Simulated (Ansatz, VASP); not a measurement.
# KCl (Sylvite) in two plane-wave programs

Wanted: the spread between two codes on one cell, functional and k mesh. The cell is taken from a series of VASP runs on this material, whose earlier steps may have relaxed, scaled or displaced it; both programs get it as it stands.

Calculated with Ansatz 0.2.0; plane waves, with VASP 6.6.1 beside it; relaxation of cell and atoms at LDA and relaxation of cell and atoms at r2SCAN.

### 1. Set-up

It takes space group Fm-3m (No. 225, cubic). The conventional cell has a = 6.084 Å, b = 6.084 Å, c = 6.084 Å, α = 90.00°, β = 90.00°, γ = 90.00°. Nearest to K lie 6 Cl at 3.04 Å. Nearest to Cl lie 6 K at 3.04 Å. Farther neighbours and most contacts between anions are not listed.

As a file:

```
K Cl
1.0
     0.00000    3.04193    3.04193
     3.04193    0.00000    3.04193
     3.04193    3.04193    0.00000
K Cl
1 1
Direct
  0.00000 0.00000 0.00000
  0.50000 0.50000 0.50000
```

### 2. VASP: relaxation of cell and atoms, LDA

The relaxed volume is the usual yardstick between codes: its relative difference is about their pressure difference at one cell divided by the bulk modulus.

Lines of VASP's logs that name or quote its potential files are left out, and so is its time.

The input, INCAR:

```
SYSTEM = KCl
PREC = Accurate
ENCUT = 500
EDIFF = 1E-07
NELM = 100
ISMEAR = 0
SIGMA = 0.03
LREAL = .FALSE.
ALGO = Normal
GGA = CA
NBANDS = 14
LORBIT = 11
LWAVE = .FALSE.
LCHARG = .FALSE.
KPAR = 4
IBRION = 2
NSW = 50
ISIF = 3
EDIFFG = -0.002
```

The input, POSCAR:

```
KCl
1.0
    0.0000000000      3.0419321229      3.0419321229
    3.0419321229      0.0000000000      3.0419321229
    3.0419321229      3.0419321229      0.0000000000
K Cl
1 1
Direct
    0.0000000000      0.0000000000      0.0000000000
    0.5000000000      0.5000000000      0.5000000000
```

The input, KPOINTS:

```
Automatic mesh
0
Gamma
6 6 6
0 0 0
```

The projector-augmented-wave data sets are K_sv and Cl (LDA family, release 64).

The run is started by

```console
> mpirun -np 4 vasp_std
```

Numbers of over 12 decimals in the logs are rounded to 6 here.

Log:

```text
[banner, memory and clock lines left out]
running    4 mpi-ranks, on    1 nodes
 distrk:  each k-point on    1 cores,    4 groups
 distr:  one band on    1 cores,    1 groups

 POSCAR found type information on POSCAR K Cl
 POSCAR found :  2 types and       2 ions
 LDA part: xc-table for (Slater(with rela. corr.)+CA(PZ))
 , standard interpolation
 POSCAR, INCAR and KPOINTS ok, starting setup
 FFT: planning ... GRIDC
 FFT: planning ... GRID_SOFT
 FFT: planning ... GRID
 WAVECAR not read
 entering main loop
       N       E                     dE             d eps       ncg     rms          rms(c)
DAV:   1     0.104998864915E+03    0.10500E+03   -0.71114E+03   448   0.101E+03
DAV:   2    -0.156416136577E+01   -0.10656E+03   -0.98424E+02   588   0.264E+02
DAV:   3    -0.746888882275E+01   -0.59047E+01   -0.58758E+01   592   0.543E+01
DAV:   4    -0.768110497387E+01   -0.21222E+00   -0.21199E+00   698   0.103E+01
DAV:   5    -0.768271573584E+01   -0.16108E-02   -0.16107E-02   586   0.926E-01    0.413E+00
DAV:   6    -0.743311476148E+01    0.24960E+00   -0.38475E-01   526   0.352E+00    0.329E+00
DAV:   7    -0.740789966199E+01    0.25215E-01   -0.70326E-02   594   0.170E+00    0.182E+00
DAV:   8    -0.740765288626E+01    0.24678E-03   -0.10945E-02   640   0.847E-01    0.206E-01
DAV:   9    -0.740765964928E+01   -0.67630E-05   -0.44163E-04   600   0.126E-01    0.715E-02
DAV:  10    -0.740774404161E+01   -0.84392E-04   -0.54257E-05   506   0.564E-02    0.601E-03
DAV:  11    -0.740774477658E+01   -0.73496E-06   -0.18059E-06   608   0.107E-02    0.438E-03
DAV:  12    -0.740774520151E+01   -0.42494E-06   -0.10452E-06   520   0.740E-03    0.332E-03
DAV:  13    -0.740774516052E+01    0.40992E-07   -0.97734E-08   358   0.261E-03
   1 F= -.74077452E+01 E0= -.74077452E+01  d E =-.740775E+01
 curvature:   0.00 expect dE= 0.000E+00 dE for cont linesearch  0.000E+00
 trial: gam= 0.00000 g(F)=  0.000E+00 g(S)=  0.155E-05 ort = 0.000E+00 (trialstep = 0.100E+01)
 search vector abs. value=  0.155E-05
 bond charge predicted
       N       E                     dE             d eps       ncg     rms          rms(c)
DAV:   1    -0.740775770958E+01   -0.12508E-04   -0.25403E-04   592   0.154E-01    0.223E-02
DAV:   2    -0.740774795226E+01    0.97573E-05   -0.24244E-05   570   0.414E-02    0.840E-03
DAV:   3    -0.740774590562E+01    0.20466E-05   -0.61168E-06   788   0.200E-02    0.686E-03
DAV:   4    -0.740774592525E+01   -0.19629E-07   -0.15754E-07   620   0.246E-03
   2 F= -.74077459E+01 E0= -.74077459E+01  d E =-.764730E-06
 ZBRENT: can't locate minimum, use default step
 trial-energy change:   -0.000001  1 .order   -0.000001   -0.000002   -0.000001
 step:   4.0000(harm=  4.1471)  dis= 0.00000  next Energy=    -7.407748 (dE=-0.321E-05)
 reached required accuracy - stopping structural energy minimisation
```

Parts of OUTCAR (step 2):

```text
ion  position               nearest neighbor table
   1  0.000  0.000  0.000-   2 3.04   2 3.04   2 3.04   2 3.04   2 3.04   2 3.04
   2  0.500  0.500  0.500-   1 3.04   1 3.04   1 3.04   1 3.04   1 3.04   1 3.04

  LATTYP: Found a face centered cubic cell.
 ALAT       =     6.0838642458

 Subroutine GETGRP returns: Found 48 space group operations
 (whereof 48 operations were pure point group operations)

The static configuration has the point symmetry O_h .

 Found     16 irreducible k-points:

   k-points           NKPTS =     16   k-points in BZ     NKDIM =     16   number of bands    NBANDS=     14

   dimension x,y,z NGX =    32 NGY =   32 NGZ =   32
   dimension x,y,z NGXF=    64 NGYF=   64 NGZF=   64

   ENCUT  =  500.0 eV  36.75 Ry    6.06 a.u.   7.84  7.84  7.84*2*pi/ulx,y,z

   NELECT =      16.0000    total number of electrons

 k-points in reciprocal lattice and weights: Automatic mesh
   0.00000000  0.00000000  0.00000000       0.005
   0.16666667  0.00000000  0.00000000       0.037
   0.33333333  0.00000000  0.00000000       0.037
   0.50000000  0.00000000  0.00000000       0.019
   0.16666667  0.16666667  0.00000000       0.028
   0.33333333  0.16666667  0.00000000       0.111
   0.50000000  0.16666667  0.00000000       0.111
  -0.33333333  0.16666667  0.00000000       0.111
  -0.16666667  0.16666667  0.00000000       0.056
[...]
-0.33333333  0.33333333  0.16666667       0.111
  -0.33333333  0.50000000  0.16666667       0.056

 average (electrostatic) potential at core
       1 -35.1713       2 -98.1018

 E-fermi :  -1.4708

 k-point     1 :       0.0000    0.0000    0.0000
  band No.  band energies     occupation
    ...
      4     -11.9484      2.00000
      5     -11.9484      2.00000
      6      -1.6382      2.00000
      7      -1.6382      2.00000
      8      -1.6382      2.00000
      9       3.4648      0.00000
     10       6.4718      0.00000
     11       6.4718      0.00000
     12       6.4718      0.00000
     13       7.4707      0.00000
    ...

 k-point     2 :       0.1667    0.0000    0.0000
  band No.  band energies     occupation
    ...
      4     -11.9516      2.00000
      5     -11.8615      2.00000
      6      -2.0437      2.00000
      7      -1.7565      2.00000
      8      -1.7565      2.00000
      9       4.1816      0.00000
     10       6.2975      0.00000
     11       6.8588      0.00000
     12       6.8588      0.00000
     13       7.9171      0.00000
    ...

 k-point     3 :       0.3333    0.0000    0.0000
  band No.  band energies     occupation
    ...
      4     -11.9582      2.00000
      5     -11.7010      2.00000
      6      -2.6925      2.00000
      7      -1.9767      2.00000
      8      -1.9767      2.00000
      9       5.4035      0.00000
     10       6.5242      0.00000
     11       7.9150      0.00000
     12       7.9150      0.00000
     13       9.0312      0.00000
    ...

  Total       -0.0035085     -0.0035085     -0.0035085      0.0000000     -0.0000000      0.0000000
  in kB       -0.0998849     -0.0998849     -0.0998849      0.0000000     -0.0000000      0.0000000
  external PRESSURE =      -0.0998849 kB  Pullay stress =       0.0000000 kB

  energy-cutoff  :      500.00
  volume of cell :       56.28
      direct lattice vectors                 reciprocal lattice vectors
     0.000000000  3.041592882  3.041592882    -0.164387549  0.164387549  0.164387549
     3.041592882 -0.000000000  3.041592882     0.164387549 -0.164387549  0.164387549
     3.041592882  3.041592882  0.000000000     0.164387549  0.164387549 -0.164387549

 POSITION                                       TOTAL-FORCE (eV/Angst)
 -----------------------------------------------------------------------------------
      0.00000      0.00000      0.00000        -0.000000      0.000000      0.000000
      3.04159      3.04159      3.04159         0.000000     -0.000000     -0.000000
 -----------------------------------------------------------------------------------
    total drift:                                0.000000     -0.000000     -0.000000

  FREE ENERGIE OF THE ION-ELECTRON SYSTEM (eV)
  ---------------------------------------------------
  free  energy   TOTEN  =        -7.4077459253 eV

  energy  without entropy=       -7.4077459253  energy(sigma->0) =       -7.40774593

 reached required accuracy - stopping structural energy minimisation

 total charge
# of ion       s       p       d       tot
------------------------------------------
    1        1.959   5.568   0.035   7.561
    2        1.585   3.551   0.000   5.136
--------------------------------------------------
tot          3.544   9.119   0.035  12.697

[... 3 further parts left out ...]
```

CONTCAR:

```
KCl
   1.00000000000000
     0.0000000000000000    3.0415928823439842    3.0415928823439842
     3.0415928823439842   -0.0000000000000000    3.0415928823439842
     3.0415928823439842    3.0415928823439842    0.0000000000000000
  K               Cl
     1     1
Direct
     0.0000000000000000    0.0000000000000000    0.0000000000000000
     0.5000000000000000    0.5000000000000000    0.5000000000000000
```

### 3. Ansatz: relaxation of cell and atoms, LDA

Ansatz runs on its default PAW (the set named soft_2) files.

The same cell, functional (in two slightly different forms), mesh and smearing now go to Ansatz, which takes its cutoff from its data sets.

The input, input.yaml:

```yaml
crystal:
  lattice:
    - [0.0, 3.0419321229, 3.0419321229]
    - [3.0419321229, 0.0, 3.0419321229]
    - [3.0419321229, 3.0419321229, 0.0]
  atoms:
    - { symbol: K, position: [0.0, 0.0, 0.0] }
    - { symbol: Cl, position: [0.5, 0.5, 0.5] }
hamiltonian:
  xc: lda
  pseudopotentials: { kind: paw }
kpoints:
  mp_grid: { grid: [6, 6, 6] }
scf:
  occupations: { method: gaussian, width: 0.03 }
relax:
  f_tol: 0.01
  max_steps: 60
  cell: { stress_tol: 0.05 }
output:
  forces: true
  stress: true
```

The run is started by

```console
> ansatz run input.yaml --threads 4 --pin off --max-ram 9216MiB --backend cpu --events-out ev --progress --plain --runs-dir out
```

Log:

```text
Engine: ansatz 0.2.0, aarch64-unknown-linux-gnu
Pseudopotentials: kind: paw
Pseudopotential: K, paw, valence charge 9, recommended cutoff 420 eV (normal), K.paw.azcp
Pseudopotential: Cl, paw, valence charge 7, recommended cutoff 420 eV (normal), Cl.paw.azcp
Functional definition: SPW92
  exchange = slater_x
  correlation = pw_c
Crystal: 2 atoms, lattice volume = 56.296 Å³
Basis set: ecut = 420 eV, 1067 PW (Γ)
Bands: 12, of which v1, the nominal top of the filled ones, is band 8 counted from 1 (7 counted from 0)
Symmetry: 48 space group operations
Space group: Fm-3m (ITA 225), of the structure as read, at distance tolerance 3.8e-5 Å
k-points: 16 of 216
Non-local potential: K, projectors of the file, l = 0: 3, l = 1: 2, l = 2: 2
Non-local potential: Cl, projectors of the file, l = 0: 2, l = 1: 2, l = 2: 2
PAW form: soft (Blöchl's): semilocal exchange-correlation on the pseudo side does not see the compensation charge
PAW frozen core: K, regenerated for the run's functional, and the local potential with it (the file was generated under x = pbe(κ = 0.804, μ = 0.219515), c = pbe(β = 0.066725))
PAW frozen core: Cl, regenerated for the run's functional, and the local potential with it (the file was generated under x = pbe(κ = 0.804, μ = 0.219515), c = pbe(β = 0.066725))
PAW one-centre angular grid: K, 110 points (default); XC on 64 Gauss nodes
PAW one-centre angular grid: Cl, 110 points (default); XC on 64 Gauss nodes
Initial density: superposition of atomic densities (neutral atoms: chi_scale 0, normalization atom), corrected by the library's trained network
Initial wavefunctions: pseudopotential atomic-orbital guess
Functional: x = slater, c = lda
SCF iter   1: F=—  HF=-2544.300639 eV  |F-HF|=—  |Δ(HF+E_count)|=         —  Δρ=6.57e-3  dr2=2.34e-2  ethr=1.77e-3  ⟨swp⟩=6.1  Hψ=1224  notcnv=0
preconditioner: auto → none  [insulator: Δε(μ)=4.980 eV  Ē_g=15.082 eV  σ=0.030 eV  W_gap=1.00  n_scr=14 (ndim 8)  ℏωp=18.5 eV  f_vac=0.068  D(μ)=0.00/eV (n_scr^D=0)  ε∞_Penn≈2.5]
SCF iter   2: F=—  HF=-2544.292586 eV  |F-HF|=—  |Δ(HF+E_count)|=   8.05e-3  Δρ=2.98e-3  dr2=2.15e-3  ethr=1.46e-4  ⟨swp⟩=2.3  Hψ=443  notcnv=0
SCF iter   3: F=—  HF=-2544.291941 eV  |F-HF|=—  |Δ(HF+E_count)|=   6.46e-4  Δρ=9.83e-4  dr2=3.05e-4  ethr=1.35e-5  ⟨swp⟩=2.1  Hψ=305  notcnv=0
SCF iter   4: F=—  HF=-2544.291850 eV  |F-HF|=—  |Δ(HF+E_count)|=   9.09e-5  Δρ=8.76e-5  dr2=3.33e-6  ethr=1.91e-6  ⟨swp⟩=2.4  Hψ=280  notcnv=0
SCF iter   5: F=—  HF=-2544.291852 eV  |F-HF|=—  |Δ(HF+E_count)|=   2.35e-6  Δρ=1.65e-5  dr2=3.45e-8  ethr=2.08e-8  ⟨swp⟩=3.0  Hψ=311  notcnv=0
SCF iter   6: F=-2544.291852 eV  HF=-2544.291852 eV  |F-HF|=2.67e-10  |Δ(HF+E_count)|=   1.01e-8  Δρ=9.84e-7  dr2=4.50e-10  ethr=2.15e-10  ⟨swp⟩=1.7  Hψ=594  notcnv=0
SCF 1 converged in 6 iterations: F = -2544.291852 eV  dr2 = 4.50e-10
  greatest PAW one-centre occupation: 0.985 electrons in one spin orbital (limit 2), on the K atom at site 0 (counted from 0), in its partial waves of l = 0
relax step   1: F+E_penalty+E_count = -2544.29185211 eV  Δ(F+E_penalty+E_count) = +0.000e0 eV  max|allowed force component| = 5.210e-30 eV/Å  Δτ_max = 0.0000 Å  P = -0.091 GPa  Ω = 56.296 Å³  (6 SCF iters, dr2 threshold 1.00e-7 eV, accepted)
[...]
relax step   2: F+E_penalty+E_count = -2544.29190924 eV  Δ(F+E_penalty+E_count) = -5.714e-5 eV  max|allowed force component| = 4.026e-30 eV/Å  Δτ_max = 0.0000 Å  P = -0.029 GPa  Ω = 56.153 Å³  energy of the carried Pulay correction = +3.326e-6 eV  (4 SCF iters, dr2 threshold 2.05e-8 eV, accepted)
[...]
relax step   3: F+E_penalty+E_count = -2544.29190380 eV  Δ(F+E_penalty+E_count) = +5.444e-6 eV  max|allowed force component| = 2.531e-30 eV/Å  Δτ_max = 0.0000 Å  P = -0.029 GPa  Ω = 56.153 Å³  stress off target by 2.95e-2 GPa  SCF on the basis re-selected at this cell (its energy is not comparable with the rows above)  (4 SCF iters)
basis re-selected at this cell: Δ(F+E_penalty+E_count) = +5.444e-6 eV, ΔP = -0.000 GPa vs the last step (what re-selecting the basis moved, of the pressure what is left beyond the Pulay correction that the steps carried, after the strain that the cell walked since its last selection, with what the two solves' SCF thresholds leave and, on support functions, any second-order correction that the steps lacked; it is no m [...]
SCF converged after 4 iterations
Free energy (F): -2544.291904 eV
Harris-Foulkes:  -2544.291904 eV  (|F-HF|=7.28e-12)
Internal energy: -2544.291904 eV  (E = F + TS)
E sigma→0 (E₀):  -2544.291904 eV
Fermi energy:    3.887561 eV
--- Per-component energies (eV) ---
  E_band       = -121.625355
  E_kinetic    = 416.107333
  E_local      = -791.889252  (includes V_loc(G=0)·N_el)
  E_nonlocal   = 45.649316
  E_hartree    = 261.629897
  E_xc         = -239.638154
  E_vxc        = -285.968789  (∫ρ·V_xc dr)
  E_paw        = -1368.006530  (= ΣΔE_a)
  E_vpaw       = -28.783788  (= ΣTr[D̂ρ^β])
  E_aug_tail   = 0.000096  (compensation charges beyond the density's cutoff)
  E_ewald      = -868.592601
  E_core_change = 0.447992  (= ΣΔE_core)
  E_smearing   = -0.000000  (= −TS)
  E_closure    = 0.000000  (closes the sum)
  Σ components = -2544.291904   (vs F -2544.291904, Δ=0.00e0)
--- Forces (eV/Å), atoms counted from 1 ---
  atom   1  K     -0.00000000     0.00000000     0.00000000
  atom   2  Cl     0.00000000    -0.00000000    -0.00000000
  max |Σ_I F_I| component: 3.88e-30 eV/Å
--- Stress (GPa, compression-positive) ---
       -0.029482      -0.000000      -0.000000
       -0.000000      -0.029482      -0.000000
       -0.000000      -0.000000      -0.029482
  P = ⅓ Tr σ = -0.0295 GPa (-0.295 kbar)
--- Relaxed structure (2 steps of the walk, 2 accepted, 1 SCFs on fresh bases) ---
  F+E_penalty+E_count = -2544.29190380 eV   max|allowed force component| = 2.531e-30 eV/Å   (the final SCF, on the basis selected at the relaxed cell)
  cell:  # Å, volume = 56.1527 Å³
    - [0, 3.039346, 3.039346]
    - [3.039346, 0.0, 3.039346]
    - [3.039346, 3.039346, 0]
  atoms:
    - { symbol: K, position: [0, 0, 0] }
    - { symbol: Cl, position: [0.5, 0.5, 0.5] }
```

Wall time 1.2 s (4 threads of Arm Neoverse N1, shared host); peak memory 0.29 GiB.

### 4. Comparison

Known differences besides the potentials themselves: the two LDA forms differ slightly; both relaxations stop at a tolerance, which leaves soft axes loose, and VASP keeps its plane-wave basis; the cutoff is 420 eV in Ansatz and 500 eV in VASP; VASP's log shows a relativistic correction to its local exchange, Ansatz's none; Ansatz adds a Pulay correction to the stress that steers its cell, VASP none. Total energies have different zeros and are not compared.

The two programs side by side:

```
                                         quantity  Ansatz   VASP  difference
                                      volume (Å³)   56.15  56.28     -0.22 %
edge a after relaxation, in the typed setting (Å)   4.298  4.301     -0.07 %
```

The walks stopped with -0.03 GPa left in Ansatz and -0.01 GPa in VASP; each walk ends within a tolerance, so the volume difference is uncertain by about these residues over the bulk modulus, most in soft cells.

(Part 1 of 2 ends here.)

[Lines on the potential files, build, host, timing and source positions are cut from VASP's logs without a mark.]

[Logs are printed without paths, hosts, clocks, repeated set-up lines and the standing remarks that a program may print on its own settings, such as how far it seeks lower states.]

[Hosts, paths, dates, database ids (printed as entryN), source tags and the programs' standing remarks are cut or masked in the printed files.]
